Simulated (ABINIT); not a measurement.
# GaN (P6_3mc) in ABINIT: notebook

One crystal, GaN, is run at these levels: LDA; tasks: relaxation of cell and atoms, single point.

All numbers are computed with ABINIT 10.8.3 (patched build); they aren't measurements. Logs are shortened: lines on timing, memory, paths and dates and some standing lists are left out, and cuts for length are marked. The log counts tension as positive stress, the text compression.

## Step 1: Starting point

The structure is hexagonal, space group P6_3mc (No. 186). The conventional cell has a = 3.180 Å, b = 3.180 Å, c = 5.166 Å, α = 90.00°, β = 90.00°, γ = 120.00°. Around Ga (site symmetry 3m) lie 4 N at 1.94 to 1.95 Å. N (site symmetry 3m) is surrounded by 4 Ga at 1.94 to 1.95 Å.

## Step 2: Relaxation of cell and atoms, LDA

Contents of run.abi:

```
pp_dirpath "./"
pseudos "Ga.upf, N.upf"

acell 3.18 3.18 5.166 Angstrom
rprim
     1.0000000000     0.0000000000     0.0000000000
    -0.5000000000     0.8660254038     0.0000000000
     0.0000000000     0.0000000000     1.0000000000
ntypat 2
znucl 31 7
natom 4
typat 1 1 2 2
chkprim 0
chksymtnons 0
tolsym 1.0e-6
xred
            2/3            1/3            1/2
            1/3            2/3            0.0
            2/3            1/3            7/8
            1/3            2/3            3/8

ecut 1142.878222 eV
ecutsm 0.5

kptopt 1
ngkpt 8 8 4
nshiftk 1
shiftk 0.0 0.0 0.0

ixc 7

nband 22
occopt 3
tsmear 0.05 eV

nstep 80
tolvrs 1.0e-12

iomode 3
prteig 0
prtebands 0
prtwf 0
prtden 0

ionmov 2
optcell 2
ntime 50
tolmxf 2.0e-5
dilatmx 1.08
```

Potentials or basis: PseudoDojo NC SR LDA v0.4.1 standard.

Launch:

```
> mpirun --bind-to none -np 4 abinit run.abi > log 2>&1
```

run.abo:

```text
.Version 10.8.3 of ABINIT
 Symmetries : space group P6_3 m c (#186); Bravais hP (primitive hexag.)
================================================================================
 Values of the parameters that define the memory need of the present run
     intxc =       0    ionmov =       2      iscf =       7    lmnmax =       6
     lnmax =       6     mgfft =      64  mpssoang =       3    mqgrid =    3076
     natom =       4  nloc_mem =       1    nspden =       1   nspinor =       1
    nsppol =       1      nsym =      12    n1xccc =    2501    ntypat =       2
    occopt =       3   xclevel =       1
       mpw =        5041          nfft =      102400          nkpt =          30
================================================================================
================================================================================

--------------------------------------------------------------------------------
------------- Echo of variables that govern the present computation ------------
--------------------------------------------------------------------------------
 -outvars: echo values of preprocessed input variables --------
            acell      6.0093290804E+00  6.0093290804E+00  9.7623251664E+00 Bohr
              amu      6.97230000E+01  1.40067400E+01
          chkprim           0
      chksymtnons           0
          dilatmx      1.08000000E+00
             ecut      4.20000000E+01 Hartree
           ecutsm      5.00000000E-01 Hartree
           ionmov           2
              ixc           7
         kptrlatt        8    0    0      0    8    0      0    0    4
          kptrlen      3.90493007E+01
            natom           4
            nband          22
            ngfft          40      40      64
             nkpt          30
            nstep          80
             nsym          12
            ntime          50
           ntypat           2
           occopt           3
          optcell           2
           prtden           0
        prtebands           0
           prteig           0
            prtwf           0
            rprim      1.0000000000E+00  0.0000000000E+00  0.0000000000E+00
                      -5.0000000000E-01  8.6602540380E-01  0.0000000000E+00
                       0.0000000000E+00  0.0000000000E+00  1.0000000000E+00
          spgroup         186
           tolmxf      2.00000000E-05
           tolsym      1.00000000E-06
           tolvrs      1.00000000E-12
           tsmear      1.83746611E-03 Hartree
            typat      1  1  2  2
           xangst      1.5900000000E+00  9.1798692803E-01  2.5830000000E+00
                       1.9492142795E-17  1.8359738561E+00  0.0000000000E+00
                       1.5900000000E+00  9.1798692803E-01  4.5202500000E+00
                       1.9492142795E-17  1.8359738561E+00  1.9372500000E+00
            xcart      3.0046645402E+00  1.7347438811E+00  4.8811625832E+00
                       3.6834811490E-17  3.4694877623E+00  0.0000000000E+00
                       3.0046645402E+00  1.7347438811E+00  8.5420345206E+00
                       3.6834811490E-17  3.4694877623E+00  3.6608719374E+00
             xred      6.6666666667E-01  3.3333333333E-01  5.0000000000E-01
                       3.3333333333E-01  6.6666666667E-01  0.0000000000E+00
                       6.6666666667E-01  3.3333333333E-01  8.7500000000E-01
                       3.3333333333E-01  6.6666666667E-01  3.7500000000E-01
            znucl       31.00000    7.00000

================================================================================

 chkinp: Checking input parameters for consistency.

================================================================================
== DATASET  1 ==================================================================

--- !DatasetInfo
iteration_state: {dtset: 1, }
dimensions: {natom: 4, nkpt: 30, mband: 22, nsppol: 1, nspinor: 1, nspden: 1, mpw: 5041, }
cutoff_energies: {ecut:  42.0, pawecutdg:  -1.0, }
electrons: {nelect:   3.60000000E+01, charge:   0.00000000E+00, occopt:   3.00000000E+00, tsmear:   1.83746611E-03, }
meta: {optdriver: 0, ionmov: 2, optcell: 2, iscf: 7, paral_kgb: 0, }
...

 Exchange-correlation functional for the present dataset will be:
  LDA: Perdew-Wang 92 LSD fit to Ceperley-Alder data - ixc=7
  J.P.Perdew and Y.Wang, PRB 45, 13244 (1992)

 Real(R)+Recip(G) space primitive vectors, cartesian coordinates (Bohr,Bohr^-1):
 R(1)=  6.0093291  0.0000000  0.0000000  G(1)=  0.1664079  0.0960757  0.0000000
 R(2)= -3.0046645  5.2042316  0.0000000  G(2)=  0.0000000  0.1921513  0.0000000
 R(3)=  0.0000000  0.0000000  9.7623252  G(3)=  0.0000000  0.0000000  0.1024346
 Unit cell volume ucvol=  3.0530638E+02 bohr^3
 Angles (23,13,12)=  9.00000000E+01  9.00000000E+01  1.20000000E+02 degrees

 getcut: wavevector=  0.0000  0.0000  0.0000  ngfft=  40  40  64
         ecut(hartree)=     48.989   => boxcut(ratio)=   2.08072

--- Pseudopotential description ------------------------------------------------
- pspini: atom type   1  psp file is ./Ga.upf
  31.00000  13.00000  180309                  znucl, zion, pspdat
12 -1012 2 -1 1858                            pspcod,pspxc,lmax,lloc,mmax
     nproj     2     2     2

- pspini: atom type   2  psp file is ./N.upf
   7.00000   5.00000  180309                  znucl, zion, pspdat
12 -1012 1 -1 1058                            pspcod,pspxc,lmax,lloc,mmax
     nproj     2     2     0

   2.15219551E+03                                ecore*ucvol(ha*bohr**3)
--------------------------------------------------------------------------------

================================================================================

=== [ionmov= 2] Broyden-Fletcher-Goldfarb-Shanno method (forces)
================================================================================

--- Iteration: ( 1/50) Internal Cycle: (1/1)
--------------------------------------------------------------------------------

---SELF-CONSISTENT-FIELD CONVERGENCE--------------------------------------------
[... 1006 lines left out ...]
 Difference of energy with previous step (new-old):
           Absolute (Ha)=-3.73649E-09
           Relative     =-2.15298E-11

 At Broyd/MD step   9, gradients are converged :
  max grad (force/stress) = 4.1129E-06 < tolmxf= 2.0000E-05 ha/bohr (free atoms)

================================================================================

 ----iterations are completed or convergence reached----

 Mean square residual over all n,k,spin=   20.170E-16; max=  87.504E-14
 reduced coordinates (array xred) for    4 atoms
       0.666666666667      0.333333333333      0.499294184175
       0.333333333333      0.666666666667     -0.000705815825
       0.666666666667      0.333333333333      0.875705815825
       0.333333333333      0.666666666667      0.375705815825
 rms dE/dt=  1.6996E-05; max dE/dt=  2.9509E-05; dE/dt below (all hartree)
    1       0.000000000000      0.000000000000     -0.000029365386
    2      -0.000000000000      0.000000000000     -0.000029365386
    3      -0.000000000000      0.000000000000      0.000029509429
    4       0.000000000000      0.000000000000      0.000029509429

 cartesian coordinates (angstrom) at end:
    1      1.57516930002456     0.90942441940476     2.56421621957973
    2     -0.00000000000000     1.81884883880951    -0.00362484571739
    3      1.57516930002456     0.90942441940476     4.49734670998736
    4     -0.00000000000000     1.81884883880951     1.92950564469024

 cartesian forces (hartree/bohr) at end:
    1     -0.00000000000000    -0.00000000000000     0.00000303321054
    2      0.00000000000000     0.00000000000000     0.00000303321054
    3      0.00000000000000     0.00000000000000    -0.00000303321054
    4     -0.00000000000000    -0.00000000000000    -0.00000303321054
 frms,max,avg= 1.7512249E-06 3.0332105E-06   0.000E+00  0.000E+00 -7.421E-09 h/b

 cartesian forces (eV/Angstrom) at end:
    1     -0.00000000000000    -0.00000000000000     0.00015597395715
    2      0.00000000000000     0.00000000000000     0.00015597395715
    3      0.00000000000000     0.00000000000000    -0.00015597395715
    4     -0.00000000000000    -0.00000000000000    -0.00015597395715
 frms,max,avg= 9.0051606E-05 1.5597396E-04   0.000E+00  0.000E+00 -3.816E-07 e/A
 length scales=  5.953277157969  5.953277158049  9.705032696542 bohr
              =  3.150338600049  3.150338600092  5.135682130594 angstroms
 Fermi (or HOMO) energy (hartree) =   0.23859   Average Vxc (hartree)=  -0.45556
 Eigenvalues (hartree) for nkpt=  30  k points:
 kpt#   1, nband= 22, wtk=  0.00391, kpt=  0.0000  0.0000  0.0000 (reduced coord)
  -0.39540   -0.36099   -0.30533   -0.30488   -0.30488   -0.30249   -0.30249   -0.29477
  -0.29477   -0.29080   -0.29080   -0.23896   -0.07292    0.15771    0.15771    0.19561
   0.19753    0.19753    0.27769    0.35980    0.53704    0.56333
      occupation numbers for kpt#   1
   2.00000    2.00000    2.00000    2.00000    2.00000    2.00000    2.00000    2.00000
   2.00000    2.00000    2.00000    2.00000    2.00000    2.00000    2.00000    2.00000
   2.00000    2.00000    0.00000    0.00000    0.00000    0.00000
 prteigrs : prtvol=0 or 1, do not print more k-points.

--- !EnergyTerms
iteration_state     : {dtset: 1, itime: 9, icycle: 1, }
comment             : Components of total free energy in Hartree
kinetic             :  1.40032474269650E+02
hartree             :  4.29735440742810E+01
xc                  : -4.73792729107108E+01
Ewald energy        : -1.17969881884329E+02
psp_core            :  7.22506705149214E+00
local_psp           : -1.19757873431370E+02
non_local_psp       : -7.86740694274021E+01
internal            : -1.73550012258389E+02
'-kT*entropy'       : -3.78267522329909E-13
total_energy        : -1.73550012258389E+02
total_energy_eV     : -4.72253641655777E+03
band_energy         : -6.27563798790038E+00
...

 rms coord change=  4.0750E-04   atom, delta coord (reduced):
     1        0.000000000000      0.000000000000     -0.000705815825
     2        0.000000000000      0.000000000000     -0.000705815825
     3        0.000000000000      0.000000000000      0.000705815825
     4        0.000000000000      0.000000000000      0.000705815825

 Cartesian components of stress tensor (hartree/bohr^3)
  sigma(1 1)= -4.11280503E-08  sigma(3 2)=  0.00000000E+00
  sigma(2 2)= -4.11289220E-08  sigma(3 1)=  0.00000000E+00
  sigma(3 3)=  7.98743800E-09  sigma(2 1)=  0.00000000E+00

-Cartesian components of stress tensor (GPa)         [Pressure=  7.2836E-04 GPa]
- sigma(1 1)= -1.21002902E-03  sigma(3 2)=  0.00000000E+00
- sigma(2 2)= -1.21005466E-03  sigma(3 1)=  0.00000000E+00
- sigma(3 3)=  2.34998539E-04  sigma(2 1)=  0.00000000E+00

== END DATASET(S) ==============================================================
================================================================================

 -outvars: echo values of variables after computation  --------
            acell      5.9532771580E+00  5.9532771580E+00  9.7050326965E+00 Bohr
           etotal     -1.7355001226E+02
            fcart     -3.6183703889E-28 -2.0890671180E-28  3.0332105397E-06
                       3.6183703889E-28  2.0890671180E-28  3.0332105397E-06
                       7.2367407778E-28  4.1781342360E-28 -3.0332105397E-06
                      -7.2367407778E-28 -4.1781342360E-28 -3.0332105397E-06
            rprim      1.0000000000E+00  0.0000000000E+00  0.0000000000E+00
                      -4.9999999999E-01  8.6602540379E-01  0.0000000000E+00
                       0.0000000000E+00  0.0000000000E+00  1.0000000000E+00
           strten     -4.1128050302E-08 -4.1128921963E-08  7.9874379992E-09
                       0.0000000000E+00  0.0000000000E+00  0.0000000000E+00
           xangst      1.5751693000E+00  9.0942441940E-01  2.5642162196E+00
                      -1.9125992602E-17  1.8188488388E+00 -3.6248457174E-03
                       1.5751693000E+00  9.0942441940E-01  4.4973467100E+00
                      -1.9125992602E-17  1.8188488388E+00  1.9295056447E+00
             xred      6.6666666667E-01  3.3333333333E-01  4.9929418418E-01
                       3.3333333333E-01  6.6666666667E-01 -7.0581582450E-04
                       6.6666666667E-01  3.3333333333E-01  8.7570581582E-01
                       3.3333333333E-01  6.6666666667E-01  3.7570581582E-01
 Calculation completed.
```

Wall time 4.5 min (4 MPI ranks of Intel Xeon Platinum 8375C at 2.90GHz (Ice Lake), shared host); peak memory 0.36 GiB.

Results:

```
Free energy                            : -4722.5364 eV
Relaxed volume                         : 11.04 Å³/atom
Relaxed cell                           : a = 3.150 Å, b = 3.150 Å, c = 5.136 Å, α = 90.00°, β = 90.00°, γ = 120.00°
Space group after relaxing (to 0.05 Å) : P6_3mc (No. 186)
Energy gained by relaxing              : 4.6 meV/atom
Ionic steps                            : 9
Pressure after relaxing                : 0.0 GPa
Band gap on the k mesh                 : 2.18 eV, direct
```

Step by step:
```
step  energy change (eV)  largest force (eV/Å)  pressure (GPa)  volume (Å³)
   1              0.0000                0.1254           -4.73        45.24
   2             -0.0149                0.0738           -2.01        44.59
   3             -0.0182                0.0194            0.12        44.11
   4             -0.0182                0.0152            0.02        44.14
   5             -0.0183                0.0064           -0.03        44.15
   6             -0.0183                0.0013           -0.03        44.15
   7             -0.0183                0.0014           -0.01        44.14
   8             -0.0183                0.0009            0.00        44.14
   9             -0.0183                0.0002            0.00        44.14
```

Final structure:
```yaml
crystal:
  lattice:
    - [3.15034, 0.00000, 0.00000]
    - [-1.57517, 2.72827, 0.00000]
    - [0.00000, 0.00000, 5.13568]
  atoms:
    - { symbol: Ga, position: [0.66667, 0.33333, 0.49929] }
    - { symbol: Ga, position: [0.33333, 0.66667, 0.99929] }
    - { symbol: N, position: [0.66667, 0.33333, 0.87571] }
    - { symbol: N, position: [0.33333, 0.66667, 0.37571] }
```

A k mesh can miss the band edges. LDA usually gives volumes a few per cent too small.

## Step 3: Single point, LDA (cell relaxed)

Contents of run.abi:

```
# Pseudopotentials
pp_dirpath "./"
pseudos "Ga.upf, N.upf"

# Structure
acell 3*1.0 Angstrom
rprim
     3.1503386000     0.0000000000     0.0000000000
    -1.5751693000     2.7282732600     0.0000000000
     0.0000000000     0.0000000000     5.1356821300
ntypat 2
znucl 31 7
natom 4
typat 1 1 2 2
xred
     0.6666666700     0.3333333300     0.4992941800
     0.3333333300     0.6666666700    -0.0007058200
     0.6666666700     0.3333333300     0.8757058200
     0.3333333300     0.6666666700     0.3757058200
chkprim 0
chksymtnons 0
tolsym 1.0e-6

# Plane-wave basis
ecut 1142.878222 eV

# k points
kptopt 1
ngkpt 8 8 4
nshiftk 1
shiftk 0.0 0.0 0.0

# Exchange and correlation
ixc 7

# Bands and occupations
nband 22
occopt 3
tsmear 0.00183747

# SCF cycle
nstep 100
tolvrs 1.0e-10

# Output
iomode 3
prtwf 0
prteig 0
prtebands 0
prtden 1
prtvha 1
prtvclmb 1
prtpot 1
prtelf 1
```

Potentials or basis: PseudoDojo NC SR LDA v0.4.1 standard.

Launch:

```
> mpirun --bind-to none -np 4 abinit run.abi > log 2>&1
```

Run time: 41 s. Hardware: 4 MPI ranks of Intel Xeon Platinum 8375C at 2.90GHz (Ice Lake), shared host; peak memory 0.32 GiB.

It converged, with:

```yaml
Free_energy: -4722.5365 eV
Pressure: 0.0 GPa
Band_gap_on_the_k_mesh: 2.18 eV, direct
Valence_electrons_inside_the_program's_atomic_spheres: Ga 10.95; N 5.27
```

Levels at points of the mesh, in eV from the valence-band top:
```
           k point  band 15  band 16  band 17  band 18  band 19  band 20  band 21  band 22
(0.00, 0.00, 0.00)    -1.08    -0.05     0.00     0.00     2.18     4.42     9.24     9.95
(0.50, 0.00, 0.00)    -4.40    -2.88    -2.34    -1.05     5.04     5.70     6.03     8.74
(0.00, 0.00, 0.50)    -0.56    -0.56    -0.56    -0.56     4.44     4.44     8.51     8.51
(0.50, 0.00, 0.50)    -2.04    -2.04    -1.99    -1.99     4.43     4.43     7.84     7.84
```
